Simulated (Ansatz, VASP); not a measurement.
**InF: VASP beside Ansatz**

Aim: how closely do two programs agree when they are given the same cell, functional and k mesh? The cell is generated by rule, not measured, and may not be a known phase. The cell is taken from a series of runs on this material, whose earlier steps may have relaxed, scaled, displaced or heated it; both programs get it as it stands.

Program: Ansatz 0.2.0. Level of theory: plane waves, with VASP 6.6.1 beside it; single point at PBEsol. Results are calculated unless marked as measured.

The structure was built from a prototype and need not be the compound's stable phase.

### Step 1. Starting point

The structure is tetragonal, space group P4mm (No. 99). The conventional cell has a = 3.271 Å, b = 3.271 Å, c = 3.271 Å, α = 90.00°, β = 90.00°, γ = 90.00°. In has 4 F at 2.50 Å nearest. F has 4 In at 2.50 Å nearest. Farther neighbours and most contacts between anions are not listed.

### Step 2. Ansatz: single point, PBEsol, pair 1

Ansatz runs on its default PAW (the set named soft_2) files.

A single point gives forces, pressure and levels at one fixed geometry, so differences don't come from the geometry; what else differs is listed under the comparison.

input.yaml

```yaml
crystal:
  lattice:
    - [3.271261715, 0.0, 0.0]
    - [0.0, 3.271261715, 0.0]
    - [0.0, 0.0, 3.271261715]
  atoms:
    - { symbol: In, position: [0.0, -0.0303489089, 0.0] }
    - { symbol: F, position: [0.5, 0.6834154685, 0.5] }
kpoints:
  mp_grid: { grid: [16, 16, 16] }
hamiltonian:
  xc: pbesol
scf:
  occupations: { method: methfessel_paxton, width: 0.2 }
output:
  forces: true
  stress: true
  eigenvalues: true
```

On the command line:

```
ansatz run input.yaml --threads 4 --pin off --max-ram 7168MiB --backend cpu --events-out ev --progress --plain --runs-dir out
```

Numbers of over 12 decimals in the logs are rounded to 6 here.

The log of the run:

```text
Engine: ansatz 0.2.0, aarch64-unknown-linux-gnu
Pseudopotentials: kind: paw
Pseudopotential: In, paw, valence charge 13, recommended cutoff 420 eV (normal), In.paw.azcp
Pseudopotential: F, paw, valence charge 7, recommended cutoff 420 eV (normal), F.paw.azcp
Functional definition: PBEsol
  exchange = pbesol_x
  correlation = pbesol_c
Crystal: 2 atoms, lattice volume = 35.006 Å³
Basis set: ecut = 420 eV, 691 PW (Γ), exchange–correlation on 48×48×48 points (8 copies of the dense FFT grid, shifted against one another)
Bands: 14, of which v1, the nominal top of the filled ones, is band 10 counted from 1 (9 counted from 0)
Symmetry: 8 space group operations
Space group: P4mm (ITA 99), of the structure as read, at distance tolerance 3.3e-5 Å
k-points: 405 of 4096 (time reversal used)
Non-local potential: In, projectors of the file, l = 0: 2, l = 1: 2, l = 2: 2, l = 3: 2
Non-local potential: F, projectors of the file, l = 0: 2, l = 1: 2, l = 2: 1
PAW form: soft (Blöchl's): semilocal exchange-correlation on the pseudo side does not see the compensation charge
PAW frozen core: In, regenerated for the run's functional, and the local potential with it (the file was generated under x = pbe(κ = 0.804, μ = 0.219515), c = pbe(β = 0.066725))
PAW frozen core: F, regenerated for the run's functional, and the local potential with it (the file was generated under x = pbe(κ = 0.804, μ = 0.219515), c = pbe(β = 0.066725))
PAW one-centre angular grid: In, 590 points (default); XC on 64 Gauss nodes
PAW one-centre angular grid: F, 110 points (default); XC on 64 Gauss nodes
Initial density: superposition of atomic densities (neutral atoms: chi_scale 0, normalization atom), corrected by the library's trained network
Initial wavefunctions: pseudopotential atomic-orbital guess
Functional: x = pbesol(κ = 0.804, μ = 0.123457), c = pbesol(β = 0.046)
SCF iter   1: F=—  HF=-6325.971147 eV  |F-HF|=—  |Δ(HF+E_count)|=         —  Δρ=1.68e-2  dr2=7.34e-2  ethr=1.77e-3  ⟨swp⟩=5.0  Hψ=26798  notcnv=0
preconditioner: auto → none  [metal: Δε(μ)=0.101 eV  Ē_g=17.644 eV  σ=0.200 eV  W_gap=0.37  n_scr=6 (ndim 8)  ℏωp=28.1 eV  f_vac=0.000  D(μ)=0.13/eV (n_scr^D=0)  sad-step TF]
SCF iter   2: F=—  HF=-6325.957047 eV  |F-HF|=—  |Δ(HF+E_count)|=   1.41e-2  S|Δr|=    0.00e0  Δρ=7.84e-3  dr2=2.05e-2  ethr=3.67e-4  ⟨swp⟩=1.0  Hψ=8911  notcnv=0
SCF iter   3: F=—  HF=-6325.951846 eV  |F-HF|=—  |Δ(HF+E_count)|=   5.20e-3  S|Δr|=    0.00e0  Δρ=6.36e-4  dr2=1.71e-4  ethr=1.03e-4  ⟨swp⟩=2.1  Hψ=6926  notcnv=0
SCF iter   4: F=—  HF=-6325.951814 eV  |F-HF|=—  |Δ(HF+E_count)|=   3.19e-5  S|Δr|=    0.00e0  Δρ=7.63e-5  dr2=1.15e-6  ethr=8.55e-7  ⟨swp⟩=2.3  Hψ=7688  notcnv=0
SCF iter   5: F=—  HF=-6325.951802 eV  |F-HF|=—  |Δ(HF+E_count)|=   1.24e-5  S|Δr|=    0.00e0  Δρ=2.05e-5  dr2=1.42e-7  ethr=5.00e-10  ⟨swp⟩=7.0  Hψ=29367  notcnv=0
SCF iter   6: F=-6325.951802 eV  HF=-6325.951802 eV  |F-HF|=7.52e-9  |Δ(HF+E_count)|=   4.03e-8  S|Δr|=    0.00e0  Δρ=5.58e-6  dr2=1.12e-8  ethr=5.00e-10  ⟨swp⟩=4.6  Hψ=19946  notcnv=0
SCF 1 converged in 6 iterations: F = -6325.951802 eV  dr2 = 1.12e-8
  greatest PAW one-centre occupation: 0.986 electrons in one spin orbital (limit 2), on the In atom at site 0 (counted from 0), in its partial waves of l = 2
SCF converged after 6 iterations
Stability not checked: this state was not tested for a lower state beside it, because cold or Methfessel-Paxton smearing, or corrected tetrahedra, fill the levels in a way that the test cannot read (fill_not_monotonic; see scf.lower_state_search)
Free energy (F): -6325.951802 eV
Harris-Foulkes:  -6325.951802 eV  (|F-HF|=7.52e-9)
Internal energy: -6325.951687 eV  (E = F + TS)
E sigma→0 (E₀):  -6325.951773 eV
Entropy (-TS):   -0.000115 eV (-0.058 meV/atom)
Fermi energy:    8.532716 eV
--- Per-component energies (eV) ---
  E_band       = -56.601016
  E_kinetic    = 446.492694
  E_local      = -1616.395814  (includes V_loc(G=0)·N_el)
  E_nonlocal   = 441.506473
  E_hartree    = 617.517098
  E_xc         = -293.118431
  E_vxc        = -202.191109  (∫ρ·V_xc dr)
  E_paw        = -4272.990086  (= ΣΔE_a)
  E_vpaw       = -361.048610  (= ΣTr[D̂ρ^β])
  E_aug_tail   = 0.002027  (compensation charges beyond the density's cutoff)
  E_ewald      = -1649.243993
  E_core_change = 0.278345  (= ΣΔE_core)
  E_smearing   = -0.000115  (= −TS)
  E_closure    = 0.000000  (closes the sum)
  Σ components = -6325.951802   (vs F -6325.951802, Δ=0.00e0)
--- Forces (eV/Å), atoms counted from 1 ---
  atom   1  In     0.00000000     0.07704081     0.00000000
  atom   2  F     -0.00000000    -0.07717680     0.00000000
  max |Σ_I F_I| component: 1.36e-4 eV/Å
--- Stress (GPa, compression-positive) ---
        4.734284      -0.000000       0.000000
        0.000000       0.857062       0.000000
        0.000000       0.000000       4.734284
  P = ⅓ Tr σ = 3.4419 GPa (34.419 kbar)
--- Band table (eV; the first three rows and the last of 405) ---
  k-point 0: bands = [... 6 lower, 2.1310, 3.4231, 3.4231, 4.1087, 15.0191, 16.9287, 16.9287, 17.4024]
  k-point 1: bands = [... 6 lower, 2.0240, 3.4386, 3.5169, 4.1488, 15.0478, 16.0045, 16.9235, 18.1956]
  k-point 2: bands = [... 6 lower, 1.7814, 3.4839, 3.6889, 4.3076, 14.5680, 15.4357, 16.9095, 18.9469]
  k-point 404: bands = [... 6 lower, 2.7651, 2.7651, 3.4995, 9.2770, 10.2789, 11.4089, 11.4089, 18.1168]
```

The column dr2 measures how far the density is from self-consistency, as an energy; F and HF (Harris–Foulkes) agree once it is small.

The run ends at a pressure of 3.44 GPa, with forces up to 0.077 eV/Å.

### Step 3. VASP: single point, PBEsol, pair 1

The same cell, functional, mesh and smearing now go to VASP, with its own data sets.

Lines of VASP's logs that name or quote its potential files are left out, and so is its time.

INCAR

```
SYSTEM = InF
PREC = Accurate
ENCUT = 600
EDIFF = 1E-06
NELM = 120
ISMEAR = 1
SIGMA = 0.2
LREAL = .FALSE.
ALGO = Normal
GGA = PS
NBANDS = 16
LORBIT = 11
LWAVE = .FALSE.
LCHARG = .FALSE.
ISIF = 2
LASPH = .TRUE.
GGA_COMPAT = .FALSE.
KPAR = 2
```

POSCAR

```
InF
1.0
    3.2712617150      0.0000000000      0.0000000000
    0.0000000000      3.2712617150      0.0000000000
    0.0000000000      0.0000000000      3.2712617150
In F
1 1
Direct
    0.0000000000      0.9696510911      0.0000000000
    0.5000000000      0.6834154685      0.5000000000
```

KPOINTS

```
Automatic mesh
0
Gamma
16 16 16
0 0 0
```

The projector-augmented-wave data sets are In_d and F (PBE family, release 64).

On the command line:

```
mpirun -np 2 vasp_std
```

The log of the run:

```text
[banner, memory and clock lines left out]
running    2 mpi-ranks, on    1 nodes
 distrk:  each k-point on    1 cores,    2 groups
 distr:  one band on    1 cores,    1 groups

 POSCAR found type information on POSCAR InF
 POSCAR found :  2 types and       2 ions
|                                                                             |
|               ----> ADVICE to this user running VASP <----                  |
|                                                                             |
|     You enforced a specific xc type in the INCAR file but a different       |
|     [... a line on the potential file left out ...]
|     I HOPE YOU KNOW WHAT YOU ARE DOING!                                     |
|                                                                             |

 LDA part: xc-table for (Slater+PW92), standard interpolation
 POSCAR, INCAR and KPOINTS ok, starting setup
 FFT: planning ... GRIDC
 FFT: planning ... GRID_SOFT
 FFT: planning ... GRID
 WAVECAR not read
 entering main loop
       N       E                     dE             d eps       ncg     rms          rms(c)
DAV:   1     0.166758023754E+03    0.16676E+03   -0.11233E+04 13152   0.183E+03
DAV:   2     0.350580178568E+01   -0.16325E+03   -0.15545E+03 14568   0.405E+02
DAV:   3    -0.839686115636E+01   -0.11903E+02   -0.11859E+02 15440   0.106E+02
DAV:   4    -0.864867862741E+01   -0.25182E+00   -0.25177E+00 15704   0.156E+01
DAV:   5    -0.865964472487E+01   -0.10966E-01   -0.10966E-01 17192   0.303E+00    0.525E+00
DAV:   6    -0.789339041698E+01    0.76625E+00   -0.30517E+00 18824   0.200E+01    0.321E+00
DAV:   7    -0.786629239644E+01    0.27098E-01   -0.24306E-01 13200   0.353E+00    0.114E+00
DAV:   8    -0.785162262175E+01    0.14670E-01   -0.27843E-02 16384   0.150E+00    0.370E-01
DAV:   9    -0.785004450481E+01    0.15781E-02   -0.49645E-03 19488   0.750E-01    0.137E-01
DAV:  10    -0.785011490671E+01   -0.70402E-04   -0.65253E-04 15920   0.305E-01    0.848E-02
DAV:  11    -0.785013459081E+01   -0.19684E-04   -0.69859E-05 20136   0.768E-02    0.333E-02
DAV:  12    -0.785013128431E+01    0.33065E-05   -0.15148E-05 16552   0.337E-02    0.139E-02
DAV:  13    -0.785013151761E+01   -0.23329E-06   -0.18577E-06 12488   0.160E-02
   1 F= -.78501315E+01 E0= -.78500929E+01  d E =-.115875E-03
```

From OUTCAR (step 3):

```text
ion  position               nearest neighbor table
   1  0.000  0.970  0.000-   2 2.50   2 2.50   2 2.50   2 2.50
   2  0.500  0.683  0.500-   1 2.50   1 2.50   1 2.50   1 2.50

  LATTYP: Found a simple cubic cell.
 ALAT       =     3.2712617150

 Subroutine GETGRP returns: Found  8 space group operations
 (whereof  8 operations were pure point group operations)

The static configuration has the point symmetry C_4v.

 Found    405 irreducible k-points:

   k-points           NKPTS =    405   k-points in BZ     NKDIM =    405   number of bands    NBANDS=     16

   dimension x,y,z NGX =    28 NGY =   28 NGZ =   28
   dimension x,y,z NGXF=    56 NGYF=   56 NGZF=   56

   ENCUT  =  600.0 eV  44.10 Ry    6.64 a.u.   6.53  6.53  6.53*2*pi/ulx,y,z

   NELECT =      20.0000    total number of electrons

 k-points in reciprocal lattice and weights: Automatic mesh
   0.00000000  0.00000000  0.00000000       0.000
   0.06250000  0.00000000  0.00000000       0.001
   0.00000000  0.06250000  0.00000000       0.000
   0.12500000  0.00000000  0.00000000       0.001
   0.00000000  0.12500000  0.00000000       0.000
   0.18750000  0.00000000  0.00000000       0.001
   0.00000000  0.18750000  0.00000000       0.000
   0.25000000  0.00000000  0.00000000       0.001
   0.00000000  0.25000000  0.00000000       0.000
[...]
0.50000000  0.43750000  0.50000000       0.000
   0.50000000  0.50000000  0.50000000       0.000

 average (electrostatic) potential at core
       1 -95.0496       2 -74.0457

 E-fermi :   5.7594

 k-point     1 :       0.0000    0.0000    0.0000
  band No.  band energies     occupation
    ...
      6      -8.3231      2.00000
      7      -0.6417      2.00000
      8       0.6536      2.00000
      9       0.6536      2.00000
     10       1.3404      2.00000
     11      12.2386      0.00000
     12      14.1579      0.00000
     13      14.1579      0.00000
     14      14.6307      0.00000
     15      17.1349      0.00000
    ...

 k-point     2 :       0.0625    0.0000    0.0000
  band No.  band energies     occupation
    ...
      6      -8.3222      2.00000
      7      -0.7488      2.00000
      8       0.6694      2.00000
      9       0.7484      2.00000
     10       1.3805      2.00000
     11      12.2675      0.00000
     12      13.2332      0.00000
     13      14.1529      0.00000
     14      15.4250      0.00000
     15      17.1904      0.00000
    ...

 k-point     3 :       0.0000    0.0625    0.0000
  band No.  band energies     occupation
    ...
      6      -8.3227      2.00000
      7      -0.6669      2.00000
      8       0.6616      2.00000
      9       0.6616      2.00000
     10       1.3899      2.00000
     11      11.8712      0.00000
     12      14.1869      0.00000
     13      14.1869      0.00000
     14      14.6709      0.00000
     15      17.3955      0.00000
    ...

  Total        1.0238993      0.1467449      1.0238993     -0.0000000     -0.0000000      0.0000000
  in kB       46.8621209      6.7162655     46.8621209     -0.0000000     -0.0000000      0.0000000
  external PRESSURE =      33.4801691 kB  Pullay stress =       0.0000000 kB

  energy-cutoff  :      600.00
  volume of cell :       35.01
      direct lattice vectors                 reciprocal lattice vectors
     3.271261715  0.000000000  0.000000000     0.305692447  0.000000000  0.000000000
     0.000000000  3.271261715  0.000000000     0.000000000  0.305692447  0.000000000
     0.000000000  0.000000000  3.271261715     0.000000000  0.000000000  0.305692447

 POSITION                                       TOTAL-FORCE (eV/Angst)
 -----------------------------------------------------------------------------------
      0.00000      3.17198      0.00000         0.000000      0.089004      0.000000
      1.63563      2.23563      1.63563        -0.000000     -0.089004     -0.000000
 -----------------------------------------------------------------------------------
    total drift:                               -0.000000     -0.000680      0.000001

  FREE ENERGIE OF THE ION-ELECTRON SYSTEM (eV)
  ---------------------------------------------------
  free  energy   TOTEN  =        -7.8501315176 eV

  energy  without entropy=       -7.8500156422  energy(sigma->0) =       -7.85009289

 total charge
# of ion       s       p       d       tot
------------------------------------------
    1        1.103   0.272   9.876  11.251
    2        1.743   4.287   0.000   6.030
--------------------------------------------------
tot          2.846   4.559   9.876  17.281

[... 3 further parts left out ...]
```

The run ends at a pressure of 3.35 GPa, with forces up to 0.089 eV/Å.

### Step 4. Differences

Known differences besides the potentials themselves: the cutoff is 420 eV in Ansatz and 600 eV in VASP; Ansatz makes its cores anew for this functional, VASP keeps those of its PBE data sets. Total energies have different zeros and are not compared.

The two programs side by side:

```
      quantity  Ansatz  VASP  difference
pressure (GPa)    3.44  3.35       +0.09
```

Forces (eV/Å; atoms numbered as in POSCAR):

```
atom        Ansatz x, y, z          VASP x, y, z
 In1   0.000, 0.077, 0.000   0.000, 0.089, 0.000
  F2  0.000, -0.077, 0.000  0.000, -0.089, 0.000
```

The forces differ by 6.9 meV/Å r.m.s., which is 13.4 % of the r.m.s. force of 0.051 eV/Å (both taken over all components).

### Step 5. VASP: single point, PBEsol, pair 2

With cell and atoms fixed, the geometry can't cause a difference; cores, projectors, grids and the points listed under the comparison can.

INCAR is that of step 3.

POSCAR

```
InF
1.0
    3.2712617150      0.0000000000      0.0000000000
    0.0000000000      3.2712617150      0.0000000000
    0.0000000000      0.0000000000      3.2712617150
In F
1 1
Direct
    0.9959115448      0.0040884552      0.0040884552
    0.5247088264      0.4752911736      0.4752911736
```

KPOINTS is that of step 3.

On the command line:

```
mpirun -np 2 vasp_std
```

The log of the run:

```text
[banner, memory and clock lines left out]
running    2 mpi-ranks, on    1 nodes
[...]
[... a notice as in an earlier step ...]

 LDA part: xc-table for (Slater+PW92), standard interpolation
 POSCAR, INCAR and KPOINTS ok, starting setup
[...]
entering main loop
       N       E                     dE             d eps       ncg     rms          rms(c)
DAV:   1     0.166801058834E+03    0.16680E+03   -0.11224E+04 13464   0.181E+03
DAV:   2     0.323068315347E+01   -0.16357E+03   -0.15534E+03 15104   0.400E+02
DAV:   3    -0.849122080777E+01   -0.11722E+02   -0.11680E+02 15808   0.105E+02
DAV:   4    -0.873799085255E+01   -0.24677E+00   -0.24672E+00 16592   0.154E+01
[...]
DAV:  11    -0.780083315600E+01   -0.31169E-04   -0.74236E-05 16272   0.867E-02    0.214E-02
DAV:  12    -0.780083094745E+01    0.22085E-05   -0.10077E-05 20112   0.311E-02    0.153E-02
DAV:  13    -0.780083070708E+01    0.24037E-06   -0.15499E-06  9784   0.119E-02
   1 F= -.78008307E+01 E0= -.78009569E+01  d E =0.378574E-03
```

OUTCAR, selected parts (step 5):

```text
  Total        0.0050484      0.0050484      0.0050484      0.0084763     -0.0084763      0.0084763
  in kB        0.2310584      0.2310584      0.2310584      0.3879464     -0.3879464      0.3879464
  external PRESSURE =       0.2310584 kB  Pullay stress =       0.0000000 kB

 POSITION                                       TOTAL-FORCE (eV/Angst)
 -----------------------------------------------------------------------------------
      3.25789      0.01337      0.01337        -0.067030      0.067030      0.067030
      1.71646      1.55480      1.55480         0.067030     -0.067030     -0.067030
 -----------------------------------------------------------------------------------
    total drift:                                0.000080     -0.000080     -0.000080

  FREE ENERGIE OF THE ION-ELECTRON SYSTEM (eV)
  ---------------------------------------------------
  free  energy   TOTEN  =        -7.8008307071 eV

  energy  without entropy=       -7.8012092806  energy(sigma->0) =       -7.80095690

[... 1 part as in an earlier step ...]

[... 2 further parts left out ...]
[key lines of the parts left out:]
E-fermi :   5.4506
```

The run ends at a pressure of 0.02 GPa, with forces up to 0.12 eV/Å.

(Part 1 of 2 ends here.)

[Lines on the potential files, build, host, timing and source positions are cut from VASP's logs without a mark.]

[Logs are printed without paths, hosts, clocks, repeated set-up lines and the standing remarks that a program may print on its own settings, such as how far it seeks lower states.]

[Hosts, paths, dates, database ids (printed as entryN), source tags and the programs' standing remarks are cut or masked in the printed files.]
